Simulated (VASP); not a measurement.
# Cu (Fm-3m) in VASP: further runs

One crystal, Cu, is run at these levels: r2SCAN, LDA, PBE+D3(BJ); tasks: relaxation of the atoms, relaxation of cell and atoms.

All numbers are computed with VASP 6.6.1; they aren't measurements. Logs are shortened: lines on timing, memory, paths and dates and some standing lists are left out, and cuts for length are marked.

### 1 The crystal as given

The structure is cubic, space group Fm-3m (No. 225). Conventional cell: a = 3.615 Å, b = 3.615 Å, c = 3.615 Å, α = 90.00°, β = 90.00°, γ = 90.00°. Cu (site symmetry m-3m) is surrounded by 12 Cu at 2.56 Å.

### 2 Relaxation of the atoms, r2SCAN (a relaxed cell with its volume scaled by 1.06)

Input file INCAR:

```
PREC = Accurate
ENCUT = 600
EDIFF = 1E-7
ISMEAR = 1
SIGMA = 0.1
LREAL = False
LASPH = True
NELM = 80
ALGO = Normal
ISIF = 2
LWAVE = False
LCHARG = False
METAGGA = R2SCAN
LMIXTAU = True
IBRION = 2
NSW = 40
EDIFFG = -0.01
```

Input file KPOINTS:

```
regular mesh
0
Gamma
  18 18 18
```

Input file POSCAR:

```
Cu                                      
1.0
   -0.0000000000      1.8261524579      1.8261524579
    1.8261524579      0.0000000000      1.8261524579
    1.8261524579      1.8261524579     -0.0000000000
  Cu            
     1
Direct
     0.0000000000000000    0.0000000000000000    0.0000000000000000
```

Potentials or basis: VASP PAW PBE potentials, release 64 (Cu).

Started as:

```console
$ cat potpaw_PBE.64/Cu/POTCAR > POTCAR
$ mpirun -np 1 vasp_std > vasp.out
```

OUTCAR:

```text
PREC = Accurate
   ENCUT = 600
   EDIFF = 1E-7
   ISMEAR = 1
   LREAL = False
   LASPH = True
   NELM = 80
   ISIF = 2
   METAGGA = R2SCAN
   IBRION = 2
   NSW = 40
   EDIFFG = -0.01

 ion  position               nearest neighbor table
   1  0.000  0.000  0.000-

  LATTYP: Found a face centered cubic cell.
 ALAT       =     3.6523049158

  Lattice vectors:

 A1 = (   0.0000000000,   1.8261524579,   1.8261524579)
 A2 = (   1.8261524579,   0.0000000000,   1.8261524579)
 A3 = (   1.8261524579,   1.8261524579,   0.0000000000)

Analysis of symmetry for initial positions (statically):
=====================================================================
 Subroutine PRICEL returns:
 Original cell was already a primitive cell.

 Routine SETGRP: Setting up the symmetry group for a
 face centered cubic supercell.

 Subroutine GETGRP returns: Found 48 space group operations
 (whereof 48 operations were pure point group operations)
 out of a pool of 48 trial point group operations.

The static configuration has the point symmetry O_h .

Analysis of symmetry for dynamics (positions and initial velocities):
=====================================================================
 Subroutine PRICEL returns:
 Original cell was already a primitive cell.

 Routine SETGRP: Setting up the symmetry group for a
 face centered cubic supercell.

 Subroutine GETGRP returns: Found 48 space group operations
 (whereof 48 operations were pure point group operations)
 out of a pool of 48 trial point group operations.

The dynamic configuration has the point symmetry O_h .

 Subroutine INISYM returns: Found 48 space group operations
 (whereof 48 operations are pure point group operations),
 and found     1 'primitive' translations

----------------------------------------------------------------------------------------

                                     Primitive cell

  volume of cell :      12.1798

  direct lattice vectors                    reciprocal lattice vectors
     0.000000000  1.826152458  1.826152458    -0.273799703  0.273799703  0.273799703
     1.826152458  0.000000000  1.826152458     0.273799703 -0.273799703  0.273799703
     1.826152458  1.826152458  0.000000000     0.273799703  0.273799703 -0.273799703

  length of vectors
     2.582569573  2.582569573  2.582569573     0.474234996  0.474234996  0.474234996

  position of ions in fractional coordinates (direct lattice)
     0.000000000  0.000000000  0.000000000

  ion indices of the primitive-cell ions
   primitive index   ion index
                 1           1

----------------------------------------------------------------------------------------

 KPOINTS: regular mesh

Automatic generation of k-mesh.
 Grid dimensions read from file:
 generate k-points for:   18   18   18

 Generating k-lattice:

  Cartesian coordinates                     Fractional coordinates (reciprocal lattice)
    -0.015211095  0.015211095  0.015211095     0.055555556  0.000000000  0.000000000
     0.015211095 -0.015211095  0.015211095     0.000000000  0.055555556  0.000000000
     0.015211095  0.015211095 -0.015211095     0.000000000  0.000000000  0.055555556

  Length of vectors
     0.026346389  0.026346389  0.026346389

  Shift w.r.t. Gamma in fractional coordinates (k-lattice)
     0.000000000  0.000000000  0.000000000

 Subroutine IBZKPT returns following result:
 ===========================================

 Found    195 irreducible k-points:

 Following reciprocal coordinates:
            Coordinates               Weight
  0.000000  0.000000  0.000000      1.000000
  0.055556  0.000000  0.000000      8.000000
  0.111111  0.000000  0.000000      8.000000
  0.166667  0.000000  0.000000      8.000000
  0.222222  0.000000  0.000000      8.000000
  0.277778  0.000000  0.000000      8.000000
[... 16 lines left out ...]
 -0.277778  0.055556  0.000000     24.000000
 -0.222222  0.055556  0.000000     24.000000
 [... further k-points ...]
   k-points           NKPTS =    195   k-points in BZ     NKDIM =    195   number of bands    NBANDS=      9
   number of dos      NEDOS =    301   number of ions     NIONS =      1
   total plane-waves  NPLWV =  13824
   dimension x,y,z NGX =    24 NGY =   24 NGZ =   24
   dimension x,y,z NGXF=    48 NGYF=   48 NGZF=   48
   ions per type =               1
   NGX,Y,Z   is equivalent  to a cutoff of  15.45, 15.45, 15.45 a.u.
   NGXF,Y,Z  is equivalent  to a cutoff of  30.90, 30.90, 30.90 a.u.
 SYSTEM =  unknown system
   PREC   = accura    normal or accurate (medium, high low for compatibility)
   ISTART =      0    job   : 0-new  1-cont  2-samecut
   ICHARG =      2    charge: 1-file 2-atom 10-const
   ISPIN  =      1    spin polarized calculation?
   LNONCOLLINEAR =      F non collinear calculations
   LSORBIT =      F    spin-orbit coupling
   LASPH  =      T    aspherical Exc in radial PAW
   ENCUT  =  600.0 eV  44.10 Ry    6.64 a.u.   5.16  5.16  5.16*2*pi/ulx,y,z
   NELM   =     80;   NELMIN=  2; NELMDL= -5     # of ELM steps
   EDIFF  = 0.1E-06   stopping-criterion for ELM
   LREAL  =      F    real-space projection
   EDIFFG = -.1E-01   stopping-criterion for IOM
   NSW    =     40    number of steps for IOM
   IBRION =      2    ionic relax: 0-MD 1-quasi-New 2-CG
   NFREE  =      1    steps in history (QN), initial steepest desc. (CG)
   ISIF   =      2    stress and relaxation
   ISYM   =      2    0-nonsym 1-usesym 2-fastsym
   POTIM  = 0.5000    time-step for ionic-motion
   TEBEG  =    0.0;   TEEND  =   0.0 temperature during run
   PSTRESS=    0.0 pullay stress
   NELECT =      11.0000    total number of electrons
   NUPDOWN=      -1.0000    fix difference up-down
   EMIN   =  10.00;   EMAX   =-10.00  energy-range for DOS
   EFERMI =   0.00;   METHOD = LEGACY
   ISMEAR =     1;   SIGMA  =   0.10  broadening in eV -4-tet -1-fermi 0-gaus
   EFERMI_NEDOS =   21; number of points for ismear=-14 and -15
   IALGO  =     38    algorithm
   IMIX   =      4    mixing-type and parameters
     AMIX     =   0.40;   BMIX     =  1.00
     AMIX_MAG =   1.60;   BMIX_MAG =  1.00
  volume/ion in A,a.u.               =      12.18        82.19
  Fermi-wavevector in a.u.,A,eV,Ry     =   1.582433  2.990365 34.070275  2.504095
  Thomas-Fermi vector in A             =   2.682357
   LORBIT       =      0    0 simple, 1 ext, 2 COOP (PROOUT), +10 PAW based schemes
   METAGGA = R2SCAN    functional components
   LHFCALC =     F    Hartree Fock is set to
   AEXX    =    0.0000 exact exchange contribution
   IVDW    =     0    specifies the selected vdW correction
   LEPSILON=     F    determine dielectric tensor
   LRPA    =     F    only Hartree local field effects (RPA)
 conjugate gradient relaxation of ions
 non-spin polarized calculation
 Methfessel and Paxton  Order N= 1 SIGMA  =   0.10
  energy-cutoff  :      600.00
  volume of cell :       12.18
 maximum number of plane-waves:       419
 NGX is ok and might be reduce to    24
   NGX = 11   NGY = 11   NGZ = 11

 number of electron      11.0000000 magnetization

 Free energy of the ion-electron system (eV)
  ---------------------------------------------------
  ext. energy  EPLUGINS =         0.00000000
  ---------------------------------------------------
  free energy    TOTEN  =       -10.80949608 eV

  energy without entropy =      -10.80947739  energy(sigma->0) =      -10.80948985

 E-fermi :   6.9880     XC(G=0): -13.5353

 val. band max:        6.9293832898   @ k =   0.5000   0.3333   0.1667
 cond. band min:       6.9931062809   @ k =   0.5000   0.2778   0.1111
 fundamental gap:      0.0637229911
 Fermi energy:         6.9879953763

 k-point     1 :       0.0000    0.0000    0.0000
  band No.  band energies     occupation
      1      -2.3984      2.00000
      2       3.9931      2.00000
      3       3.9931      2.00000
      4       3.9931      2.00000
      5       4.7693      2.00000
      6       4.7693      2.00000
      7      30.1509      0.00000
      8      32.9379      0.00000
      9      32.9379      0.00000

 k-point     2 :       0.0556    0.0000    0.0000
  band No.  band energies     occupation
      1      -2.2840      2.00000
      2       3.9695      2.00000
      3       4.0139      2.00000
      4       4.0139      2.00000
      5       4.7611      2.00000
      6       4.7611      2.00000
      7      29.4719      0.00000
      8      31.5115      0.00000
      9      32.5339      0.00000

 k-point     3 :       0.1111    0.0000    0.0000
  band No.  band energies     occupation
      1      -1.9446      2.00000
      2       3.9053      2.00000
      3       4.0677      2.00000
      4       4.0677      2.00000
      5       4.7446      2.00000
      6       4.7446      2.00000
      7      26.9846      0.00000
      8      30.8927      0.00000
      9      31.8211      0.00000

 k-point     4 :       0.1667    0.0000    0.0000
  band No.  band energies     occupation
      1      -1.3926      2.00000
      2       3.8207      2.00000
      3       4.1261      2.00000
      4       4.1261      2.00000
      5       4.7462      2.00000
      6       4.7462      2.00000
      7      24.0426      0.00000
      8      30.6183      0.00000
      9      31.1549      0.00000

 k-point     5 :       0.2222    0.0000    0.0000
  band No.  band energies     occupation
      1      -0.6564      2.00000
      2       3.7526      2.00000
      3       4.1478      2.00000
      4       4.1479      2.00000
      5       4.8028      2.00000
      6       4.8028      2.00000
      7      21.1456      0.00000
      8      30.2705      0.00000
      9      30.6103      0.00000

 k-point     6 :       0.2778    0.0000    0.0000
  band No.  band energies     occupation
      1       0.2017      2.00000
      2       3.7677      2.00000
      3       4.1183      2.00000
      4       4.1184      2.00000
      5       4.9217      2.00000
      6       4.9217      2.00000
      7      18.3882      0.00000
      8      29.8373      0.00000
      9      30.2005      0.00000
[... 169 lines left out ...]
 k-point    21 :      -0.3889    0.0556    0.0000
  band No.  band energies     occupation
      1       1.8232      2.00000
      2       3.9606      2.00000
      3       4.0154      2.00000
      4       4.5872      2.00000
      5       5.1847      2.00000
      6       5.6777      2.00000
      7      12.9035      0.00000
      8      27.0846      0.00000
      9      29.4534      0.00000

 k-point    22 :      -0.3333    0.0556    0.0000
  band No.  band energies     occupation
      1       1.3533      2.00000
      2       4.0196      2.00000
      3       4.0454      2.00000
      4       4.0675      2.00000
      5       5.0358      2.00000
      6       5.3370      2.00000
      7      15.0973      0.00000
      8      27.0310      0.00000
      9      29.9761      0.00000

 k-point    23 :      -0.2778    0.0556    0.0000
  band No.  band energies     occupation
      1       0.5799      2.00000
      2       3.7559      2.00000
      3       4.0880      2.00000
      4       4.1301      2.00000
      5       4.8707      2.00000
      6       5.1299      2.00000
      7      17.5897      0.00000
      8      27.1585      0.00000
      9      30.6211      0.00000

 k-point    24 :      -0.2222    0.0556    0.0000
  band No.  band energies     occupation
      1      -0.2870      2.00000
      2       3.7055      2.00000
      3       4.1393      2.00000
      4       4.1767      2.00000
      5       4.7298      2.00000
      6       4.9663      2.00000
      7      20.2898      0.00000
      8      27.4585      0.00000
      9      31.2793      0.00000

 [... further k-points ...]
[... 5 lines left out ...]
  --------------------------------------------------------------------------------------
  -------------------------------------------------------------------------------------
  Total       -0.6058761     -0.6058761     -0.6058761      0.0000000     -0.0000000      0.0000000
  in kB      -79.6990775    -79.6990775    -79.6990775      0.0000000     -0.0000000      0.0000000
  external PRESSURE =     -79.6990775 kB  Pullay stress =       0.0000000 kB

 VOLUME and BASIS-vectors are now :
 -----------------------------------------------------------------------------
  energy-cutoff  :      600.00
  volume of cell :       12.18
      direct lattice vectors                 reciprocal lattice vectors
     0.000000000  1.826152458  1.826152458    -0.273799703  0.273799703  0.273799703
     1.826152458  0.000000000  1.826152458     0.273799703 -0.273799703  0.273799703
     1.826152458  1.826152458  0.000000000     0.273799703  0.273799703 -0.273799703

 POSITION                                       TOTAL-FORCE (eV/Angst)
 -----------------------------------------------------------------------------------
      0.00000      0.00000      0.00000         0.000000      0.000000      0.000000
 -----------------------------------------------------------------------------------
    total drift:                               -0.000000      0.000000      0.000000

  FREE ENERGIE OF THE ION-ELECTRON SYSTEM (eV)
  ---------------------------------------------------
  free  energy   TOTEN  =       -10.8094960759 eV

  energy  without entropy=      -10.8094773905  energy(sigma->0) =      -10.80948985

 reached required accuracy - stopping structural energy minimisation
```

Wall time 95 s (1 thread of Intel Xeon Platinum 8259CL at 2.50GHz (Skylake/Cascade Lake), shared host); peak memory 0.16 GiB.

Results:

| Quantity | Value |
| --- | --- |
| Free energy | -10.8095 eV |
| Pressure after relaxing | -8.0 GPa |
| Band gap on the k mesh | none (metal or under the smearing width) |

Final structure:
```xyz
1
Lattice="0.0000 1.8262 1.8262 1.8262 0.0000 1.8262 1.8262 1.8262 0.0000" Properties=species:S:1:pos:R:3 pbc="T T T"
Cu    0.0000    0.0000    0.0000
```

Caveat: the relaxation stopped at its first step, so nothing moved; the PAW data sets were made with another functional, which shifts forces and pressure a little.

(Continued in part 2 of 2.)
